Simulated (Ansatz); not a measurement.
Runs of Ansatz 0.2.0 on TaAs. It takes space group I4_1md (No. 109, tetragonal). Conventional cell: a = 3.444 Å, b = 3.444 Å, c = 11.736 Å, α = 90.00°, β = 90.00°, γ = 90.00°. Around Ta (site symmetry 2mm) lie 6 As at 2.61 to 2.62 Å. Around As (site symmetry 2mm) lie 6 Ta at 2.61 to 2.62 Å. The cell is a database's computed one.

| task | level | U | cell | k mesh | points for each segment of the path | hubbard projectors | double counting | mesh quality | gap on the mesh (eV) | pressure (GPa) | relaxed volume (Å³/atom) | largest force (eV/Å) |
| --- | --- | --- | --- | --- | --- | --- | --- | --- | --- | --- | --- | --- |
| relaxation of cell and atoms | PBE+D4 | - | relaxed | 11 × 11 × 11 | - | - | - | not flagged | - | 0.0 | (b) | - |
| band structure | LDA | - | as given | 11 × 11 × 11 | 14 | - | - | not flagged | none | -7.5 | - | 0.02 |
| relaxation of cell and atoms | PBEsol | - | relaxed | 11 × 11 × 11 | - | - | - | not flagged | - | 0.0 | (a) | - |
| band structure | HSE06 | - | as given | 6 × 6 × 6 | 4 | - | - | coarse | - | - | - | 0.02 |
| band structure | LDA+U | Ta d U = 6 eV | as given | 11 × 11 × 11 | 14 | ortho-atomic (the default) | fll (the default) | not flagged | none | -3.9 | - | 0.03 |

Alike in all rows: potentials or basis Ansatz PAW; no spin polarisation; cutoff (eV) 420; smearing fermi-dirac 0.05 eV.

Task: Estimate the missing entries.

Result: (a) 17.02; (b) 17.22.

Caveats: some runs use coarse meshes; the PAW data sets come from PBE, with cores solved anew for the run's functional, which leaves a small shift of forces and pressure (some runs); the plane-wave basis is chosen anew once the cell has moved, so the energies of steps on either side of that aren't comparable (some runs); the k mesh misses the band edges, so the gap on the mesh is wider than the one along the path (some runs); U without spin polarisation on a metal has little footing (some runs); the U is typed as a test and isn't derived for this compound (some runs).

A k mesh can miss the band edges, and the runs leave out spin-orbit coupling on As, Ta.

A gap of «none» marks a metal or a gap under the smearing width.

Not every run made on this cell is shown here.
